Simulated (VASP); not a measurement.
# Mo: relaxation of cell and atoms with PBEsol

The system is Mo.

```xyz
1
Lattice="-1.5734 1.5734 1.5734 1.5734 -1.5734 1.5734 1.5734 1.5734 -1.5734" Properties=species:S:1:pos:R:3 pbc="T T T"
Mo    0.0000    0.0000    0.0000
```

```yaml
Program: VASP 6.6.1
Task: relaxation of cell and atoms
Functional: PBEsol
Potentials_or_basis: VASP PAW PBE potentials, release 64 (Mo_sv)
Cutoff: 600 eV
k_mesh: 16 × 16 × 16
Occupations: methfessel-paxton, width 0.1 eV
Spin: no spin polarisation
Further_INCAR_settings: ALGO = Normal; EDIFF = 1e-06; IBRION = 2; EDIFFG = -0.01; NSW = 90; ISIF = 3
```

| Item | Value |
| --- | --- |
| Relaxed volume | 15.35 Å³/atom |
| Relaxed cell | a = 2.711 Å, b = 2.711 Å, c = 2.711 Å, α = 109.47°, β = 109.47°, γ = 109.47° |
| Space group after relaxing (to 0.05 Å) | Im-3m (No. 229) |
| Energy gained by relaxing | 3.2 meV/atom |
| Ionic steps | 3 |
| Pressure after relaxing | -0.1 GPa |
| Band gap on the k mesh | none (metal or under the smearing width) |

The path:
```csv
step,energy change (eV),largest force (eV/Å),pressure (GPa),volume (Å³)
1,0.0000,0.0000,-4.22,15.58
2,0.0245,0.0000,13.81,14.67
3,-0.0032,0.0000,-0.06,15.35
```

Final structure:
```
Mo
1.0
    -1.56547    1.56547    1.56547
     1.56547   -1.56547    1.56547
     1.56547    1.56547   -1.56547
Mo
1
Direct
  0.00000 0.00000 0.00000
```

Levels at points of the mesh, in eV from the Fermi level:
```csv
k point,band 5,band 6,band 7,band 8,band 9,band 10
"(0.00, 0.00, 0.00)",-7.36,-1.41,-1.41,-1.41,1.67,1.67
"(0.50, 0.00, 0.00)",-5.47,-3.51,1.67,1.72,2.36,4.91
"(0.50, 0.50, 0.50)",-5.62,-5.62,4.11,4.11,4.11,9.16
```

Wall time 17 s on 1 thread of Intel(R) Xeon(R) 6975P-C (Granite Rapids) (shared host), peak memory 0.17 GiB.

Caveat: the PAW data sets were made with another functional, which shifts forces and pressure a little.
